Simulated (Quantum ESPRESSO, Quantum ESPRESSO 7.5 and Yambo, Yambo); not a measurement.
## BAs (F-43m): G0W0 on several meshes in Yambo

How does the mesh move the gap of BAs (F-43m)?

Main program and level: Quantum ESPRESSO 7.5 and Yambo 5.3.0; PBE and many-body steps on it, plane waves.

## 1. The starting structure

It takes space group F-43m (No. 216, cubic). The conventional cell has a = 4.777 Å, b = 4.777 Å, c = 4.777 Å, α = 90.00°, β = 90.00°, γ = 90.00°. B has 4 As at 2.07 Å nearest. Nearest to As lie 4 B at 2.07 Å. Farther neighbours are not listed.

The cell and positions come from the Crystallography Open Database and are kept as given unless a step says otherwise.

## 2. Empty states on the mesh, 6×6×6 mesh, 334 bands

This step: Quantum ESPRESSO 7.5; DFT, PBE, plane waves, norm-conserving pseudopotentials.

The sums over transitions need many empty states on a uniform mesh; this step solves for them.

The input, pw.in:

```
&control
  calculation = 'nscf'
  prefix = 'x'
  outdir = 'o'
  pseudo_dir = 'pseudo'
/
&system
  ibrav = 0
  nat = 2
  ntyp = 2
  ecutwfc = 100.0
  nbnd = 334
  force_symmorphic = .true.
/
&electrons
  conv_thr = 1e-9
  electron_maxstep = 80
  diago_full_acc = .true.
  diago_thr_init = 5e-6
/
ATOMIC_SPECIES
  B 10.81 B.upf
  As 74.922 As.upf
CELL_PARAMETERS angstrom
  -0.0000000000 2.3885000000 2.3885000000
  2.3885000000 -0.0000000000 2.3885000000
  2.3885000000 2.3885000000 -0.0000000000
ATOMIC_POSITIONS crystal
  B 0.0000000000 0.0000000000 0.0000000000
  As 0.2500000000 0.2500000000 0.2500000000
K_POINTS automatic
  6 6 6 0 0 0
```

On the command line:

```bash
$ OMP_NUM_THREADS=1 mpirun -n 4 pw.x -nk 4 -in pw.in > pw.out
```

What it wrote:

```text
Program PWSCF v.7.5 starts

     This program is part of the open-source Quantum ESPRESSO suite
     for quantum simulation of materials; please cite
         "P. Giannozzi et al., J. Phys.:Condens. Matter 21 395502 (2009);
         "P. Giannozzi et al., J. Phys.:Condens. Matter 29 465901 (2017);
         "P. Giannozzi et al., J. Chem. Phys. 152 154105 (2020);
     in publications or presentations arising from this work. More details at

     Atomic positions and unit cell read from directory:
     o/x.save/

     Message from routine setup:
[...]
97.4226  97.4226  99.8043 103.0378 103.0378 104.4709 104.7723 105.8447
     [... 30 further rows ...]
   291.9113 292.6105 294.1717 294.1717 295.1395 295.9425 296.2824 296.2933
   296.2933 297.0712 297.0712 297.2597 298.0242 298.3844

          k =-0.3536-0.3536 0.3536 (  3100 PWs)   bands (ev):

     [... further k-points ...]

     highest occupied, lowest unoccupied level (ev):    12.1652   13.4570

     XML data file, pseudopotentials, collected wavefunctions

=------------------------------------------------------------------------------=
   JOB DONE.
=------------------------------------------------------------------------------=
```

The job ended after 63 s (4 MPI ranks of Arm Neoverse V1, shared host; peak memory 0.59 GiB; 4.2 min of CPU time).

Numbers from this step:

```yaml
gap: 1.292 eV
k_of_the_valence_top: 0, 0, 0
k_of_the_conduction_bottom: 0, 0.3333, 0.3333
least_direct_gap: 3.289 eV
k_points_computed: 16
lowest_point_of_the_top_converged_band_above_the_valence_top: 277.6127 eV
```

On this mesh the gap is 1.292 eV.

The density comes from a self-consistent run that is not shown.

## 3. Conversion and set-up

This step: Yambo 5.3.0; conversion and set-up on PBE, plane waves, norm-conserving pseudopotentials.

The states are converted to the many-body program's format and the q mesh is built.

On the command line:

```bash
$ (cd o/x.save; p2y > p2y.log; mv SAVE ../..); yambo > setup.log
```

What it wrote:

```text
 Yambo, version 5.3.0

 [02] CORE Variables Setup
 =========================

  [02.01] Unit cells
  ==================

  Cell kind             :  FCC
  Atoms in the cell     :  B  As
  number of B  atoms    :  1
  number of As atoms    :  1

  List of atomic masses
  Mass of B     :  10.81000
  Mass of As    :  74.92200

  List of atomic coordinates    : [cc]
  B1       :  0.000000  0.000000  0.000000  order 1
  As1       :  2.256805  2.256805  2.256805  order 2

  Alat factors          :  4.513611  4.513611  4.513611 [a.u.]
  Direct lattice volume :  183.9087 [a.u.]
[...]
Q [ 1]         [rlu]:  0.000000  0.000000  0.000000
 Q [ 2]         [rlu]: -0.44040E-17 -0.44040E-17  0.16667
 Q [ 3]         [rlu]: -0.88081E-17 -0.88081E-17  0.33333
[...]
Q [ 8]         [rlu]: -0.63303E-17  0.16667     -0.33333
 Q [ 9]         [rlu]:  0.28747E-16  0.16667     -0.16667
 Q [10]         [rlu]: -0.18005E-16  0.33333      0.33333
     [... 4 further rows ...]
 Q [15]         [rlu]:  0.166667  0.333333 -0.333333
 Q [16]         [rlu]:  0.166667 -0.500000 -0.333333

  [03.01] X indexes
  =================

   [03.01.01] Sigma indexes
   ========================

 [06] Game Over & Game summary
```

It took 2.8 s on 1 MPI rank; peak memory 0.24 GiB.

## 4. 6×6×6

Now the one-shot GW correction: screening in the RPA, then the self-energy of the levels asked for.

This step: G0W0 on PBE, plane waves, norm-conserving pseudopotentials.

The input, gw2.in:

```
HF_and_locXC
gw0
dyson
ppa
em1d
rim_cut
RandQpts= 1000000
RandGvec= 1 RL
EXXRLvcs= 100 Ry
VXCRLvcs= 400 Ry
Chimod= "HARTREE"
% BndsRnXp
 1 | 144 |
%
NGsBlkXp= 17 Ry
% LongDrXp
 1 | 1 | 1 |
%
% GbndRnge
 1 | 144 |
%
DysSolver= "n"
ExtendOut
PPAPntXp= 27.21138 eV
% QPkrange
 1 | 1 | 12 | 15 |
 10 | 10 | 12 | 15 |
%
```

On the command line:

```bash
$ OMP_NUM_THREADS=1 mpirun -n 4 yambo -F gw2.in -J gw2 -C gw2 > gw2.log
```

What it wrote:

```text
 Yambo, version 5.3.0

 [02] CORE Variables Setup
 =========================

  [... cell, symmetries and grids as in the set-up ...]

  [02.05] Energies & Occupations
  ==============================

  [X] === General ===
  [X] Electronic Temperature                        :  0.000000  0.000000 [eV K]
  [X] Bosonic    Temperature                        :  0.000000  0.000000 [eV K]
  [X] Finite Temperature mode                       : no
  [X] El. density                                   :  0.95404E+24 [cm-3]
  [X] Fermi Level                                   :  12.16515 [eV]

  [X] === Gaps and Widths ===
  [X] Conduction Band Min                           :  1.291868 [eV]
  [X] Valence Band Max                              :  0.000000 [eV]
  [X] Filled Bands                                  :  13
  [X] Empty Bands                                   :    14   334
  [X] Direct Gap                                    :  3.288876 [eV]
  [X] Direct Gap localized at k                     :  1
  [X] Indirect Gap                                  :  1.291868 [eV]
  [X] Indirect Gap between kpts                     :   1  10
  [X] Last valence band width                       :  4.948297 [eV]
  [X] 1st conduction band width                     :  3.059858 [eV]

 [03] Transferred momenta grid and indexing
 ==========================================

 IBZ Q-points                                      :  16
 BZ  Q-points                                      :  216

 K/Q-points units:
 rlu = crystal or reduced units; cc = cartesian coordinates; iku = interal k-units

 Q [ 1]         [rlu]:  0.000000  0.000000  0.000000
 Q [ 2]         [rlu]: -0.44040E-17 -0.44040E-17  0.16667
 Q [ 3]         [rlu]: -0.88081E-17 -0.88081E-17  0.33333
 Q [ 4]         [rlu]: -0.63303E-17 -0.63303E-17 -0.50000
 Q [ 5]         [rlu]: -0.90023E-17  0.16667      0.16667
 Q [ 6]         [rlu]: -0.14373E-16  0.16667      0.33333
 Q [ 7]         [rlu]:  0.33135E-17  0.16667      0.50000
 Q [ 8]         [rlu]: -0.63303E-17  0.16667     -0.33333
 Q [ 9]         [rlu]:  0.28747E-16  0.16667     -0.16667
 Q [10]         [rlu]: -0.18005E-16  0.33333      0.33333
     [... 4 further rows ...]
 Q [15]         [rlu]:  0.166667  0.333333 -0.333333
 Q [16]         [rlu]:  0.166667 -0.500000 -0.333333

 [04] Coloumb potential Random Integration (RIM)
 ===============================================

  [04.01] RIM initialization
  ==========================

  * Diagonal components only detected *

  8 x (sBL volume)        :  0.049954 [a.u.]
  sBZ random points       :  1000000
  Points outside the sBZ  :   7968281
  RL volume               :  1.348768 [a.u.]
  Integrated volume       :  1.354137 [a.u.]

  [04.02] RIM integrals
  =====================

  Gamma point sphere radius             :  0.066805 [a.u.]
  Points outside the sphere             :   800476
  [Int_sBZ(q=0) 1/q^2]*(Vol_sBZ)^(-1/3) =:  7.776341
                                 should be <:  7.795600

  Summary of Coulomb integrals for non-metallic bands |Q|[au] RIM/Bare

  Q [1] 0.100000E-4 0.997530 * Q [2] 0.200926 1.068930
  Q [5] 0.232009 1.068679 * Q [9] 0.328110 1.029814
  Q [6] 0.384743 1.023420 * Q [3] 0.401851 1.020719
  Q [10] 0.464018 1.017590 * Q [8] 0.505652 1.014476
  Q [14] 0.518788 1.014367 * Q [7] 0.568303 1.012582
  Q [11] 0.602777 1.011829 * Q [4] 0.602777 1.011206
  Q [12] 0.656220 1.010226 * Q [15] 0.686291 1.009617
  Q [13] 0.696026 1.009452 * Q [16] 0.733676 1.008801

 [WARNING] [Xp] User bands 1-144 break level degeneracy

 [05] Dipoles
 ============

  [05.01] Setup: observables and procedures
  =========================================

 [06] Dynamic Dielectric Matrix (PPA)
 ====================================

 [WR./gw2//ndb.pp]---------------------------------------------------------------
  Brillouin Zone Q/K grids (IBZ/BZ)                :   16  216   16  216
  RL vectors                                       :   3943 [WF]
  Coulomb cutoff potential                         : none
  Electronic Temperature                           :  0.000000 [K]
  Bosonic    Temperature                           :  0.000000 [K]
  PPA    diel. fun.  energies                      : Perdew, Burke & Ernzerhof(X)+Perdew, Burke & Ernzerhof(C)
  wavefunctions                                    : Perdew, Burke & Ernzerhof(X)+Perdew, Burke & Ernzerhof(C)
  Global Gauge                                     : length
  X matrix size                                    :  259
  X band range                                     :    1  144
  X e/h energy range                               : -1.000000 -1.000000 [eV]
  X Time ordering                                  : R
  X Hxc Kernel                                     : HARTREE
  X Drude frequency                                :  0.000000  0.000000
  X poles                                          :  100.0000 [o/o]
  RL vectors in the sum                            :   3943
  [r,Vnl] included                                 : yes
  Field direction                                  :  0.577350E-5  0.577350E-5  0.577350E-5
  BZ energy Double Grid                            : no
  BZ energy DbGd points                            : 0
  BZ Q point size factor                           : -1.000000
  X Optical Averaged directions                    : none

 [07] Local Exchange-Correlation + Non-Local Fock
 ================================================

 [VXC] Plane waves :  24933
 [EXS] Plane waves :  3143

 QP @ state[ 1 ] K range:  1  1
 QP @ state[ 1 ] b range:  12  15
 QP @ state[ 2 ] K range:  10  10
 QP @ state[ 2 ] b range:  12  15

 [xc] Functional : Perdew, Burke & Ernzerhof(X)+Perdew, Burke & Ernzerhof(C)
 [xc] LIBXC used to calculate xc functional
  PP Number of Atomic Species                      :  2
  NLCC RL compoments                               :  24933
  PP Number of Atomic Species                      :  2
  NLCC RL compoments                               :  24933

 [xc] E_xc :  -25.05613 [Ha]
      E_xc :  -50.11226 [Ry]

  Local XC kind (lXC) : Perdew, Burke & Ernzerhof(X)+Perdew, Burke & Ernzerhof(C)
  Non-Local XC kind (nlXC) : Hartree-Fock

  Corrections @ K [1] :  [eV]
 <12|nlXC|12> = -15.46589 -0.82059E-18 <12|lXC|12> = -14.18945  0.94413E-16
 <13|nlXC|13> = -15.46587  0.25400E-17 <13|lXC|13> = -14.18945 -0.99866E-21
 <14|nlXC|14> = -8.450954  0.21738E-17 <14|lXC|14> = -13.05539 -0.18882E-15
 <15|nlXC|15> = -8.450873  0.87097E-20 <15|lXC|15> = -13.05539 -0.47196E-16

  Corrections @ K [10] :  [eV]
 <12|nlXC|12> = -15.98613 -0.15399E-16 <12|lXC|12> = -13.19900 -0.70804E-16
 <13|nlXC|13> = -15.98649 -0.54500E-17 <13|lXC|13> = -13.19900 -0.70817E-16
 <14|nlXC|14> = -7.636092  0.19204E-17 <14|lXC|14> = -11.66108 -0.94411E-16
 <15|nlXC|15> = -6.492022  0.26613E-18 <15|lXC|15> = -11.16957 -0.18882E-15

 [08] Dyson equation: Newton solver
 ==================================

  [08.01] G0W0 (W PPA)
  ====================

  [  GW  ] Bands range     :    1  144
  [GW/PPA] G damping       :  0.100000 [eV]

  QP @ state[ 1 ] K range:  1  1
  QP @ state[ 1 ] b range:  12  15
  QP @ state[ 2 ] K range:  10  10
  QP @ state[ 2 ] b range:  12  15

   Sc/G bands                                       :    1  144
   Sc/G damping                                     :  0.100000 ev
   Sc bands terminator                              : no
   Sx RL components                                 :  3143

   QP @ state[ 1 ] K range                          :  1  1
   QP @ state[ 1 ] b range                          :  12  15
   QP @ state[ 2 ] K range                          :  10  10
   QP @ state[ 2 ] b range                          :  12  15
   GF energies kind                                 : Perdew, Burke & Ernzerhof(X)+Perdew, Burke & Ernzerhof(C)
   GF WF`s kind                                     : Perdew, Burke & Ernzerhof(X)+Perdew, Burke & Ernzerhof(C)
   Xs energies kind                                 : Perdew, Burke & Ernzerhof(X)+Perdew, Burke & Ernzerhof(C)
   Xs WF`s kind                                     : Perdew, Burke & Ernzerhof(X)+Perdew, Burke & Ernzerhof(C)

 [11] Game Over & Game summary
```

Run time: 11 min. Hardware: 4 MPI ranks; peak memory 2.1 GiB; 46 min of CPU time.

This step gave:

```
G0W0 gap on the points computed              : 1.911 eV
starting gap on the mesh                     : 1.292 eV
k of the valence top                         : 0, 0, 0
k of the conduction bottom                   : 0, 0.3333, 0.3333
least direct G0W0 gap on the computed points : 4.142 eV
Z at the valence top                         : 0.8043
Z at the conduction bottom                   : 0.8134
```

The gap on the mesh goes from 1.29 eV to 1.91 eV, a correction of +0.62 eV.

## 5. Empty states on the mesh, 4×4×4 mesh, 144 bands

This step: Quantum ESPRESSO 7.5; DFT, PBE, plane waves, norm-conserving pseudopotentials.

pw.in: that of step 2 with these lines changed.

```diff
@@ -11,3 +11,3 @@
   ecutwfc = 100.0
-  nbnd = 334
+  nbnd = 144
   force_symmorphic = .true.
@@ -31,2 +31,2 @@
 K_POINTS automatic
-  6 6 6 0 0 0
+  4 4 4 0 0 0
```

On the command line:

```bash
$ OMP_NUM_THREADS=1 mpirun -n 4 pw.x -nk 4 -in pw.in > pw.out
```

What it wrote:

```text
[banner, memory and clock lines left out]
Program PWSCF v.7.5 starts

     Atomic positions and unit cell read from directory:
     o/x.save/

     Message from routine setup:
     using ibrav=0 with symmetry is DISCOURAGED, use correct ibrav instead

     G-vector sticks info

     bravais-lattice index     =            0
     lattice parameter (alat)  =       6.3832  a.u.
     unit-cell volume          =     183.9087 (a.u.)^3
     number of atoms/cell      =            2
     number of atomic types    =            2
     number of electrons       =        26.00
[...]
[... 6 further rows ...]
[...]
k =-0.3536-0.3536 0.3536 (  3100 PWs)   bands (ev):

  -173.2770-116.6590-116.6589-116.6589 -23.6885 -23.6862 -23.6862 -23.6691
[...]
[... 6 further rows ...]
   150.4940 150.4940 150.8230 152.0022 153.1434 155.2490 155.2490 156.3684
   156.3684 157.4120 158.8149 158.8149 162.3257 162.6863 162.6863 163.9347

          k = 0.3536 0.0000 0.0000 (  3122 PWs)   bands (ev):

     [... further k-points ...]

     highest occupied, lowest unoccupied level (ev):    12.1652   13.6158

     XML data file, pseudopotentials, collected wavefunctions
```

Run time: 9.7 s. Hardware: 4 MPI ranks; peak memory 0.33 GiB.

This step gave:

| Property | Result |
| --- | --- |
| gap | 1.451 eV |
| k of the valence top | 0, 0, 0 |
| k of the conduction bottom | 0, -0.5, -0.5 |
| least direct gap | 3.289 eV |
| k points computed | 8 |
| lowest point of the top converged band, above the valence top | 143.7902 eV |

On this mesh the gap is 1.451 eV.

[end of part 1 of 2]

[Paths, hosts, dates, memory and timing lines, banners, echoed tables and standing remarks are left out of the program output.]

[Logs are printed without paths, hosts, clocks, repeated set-up lines and the standing remarks that a program may print on its own settings, such as how far it seeks lower states.]

[Runs of the session that timed out or met a known fault of the program may be left out.]

[Hosts, paths, dates, database ids (printed as entryN), source tags and the programs' standing remarks are cut or masked in the printed files.]
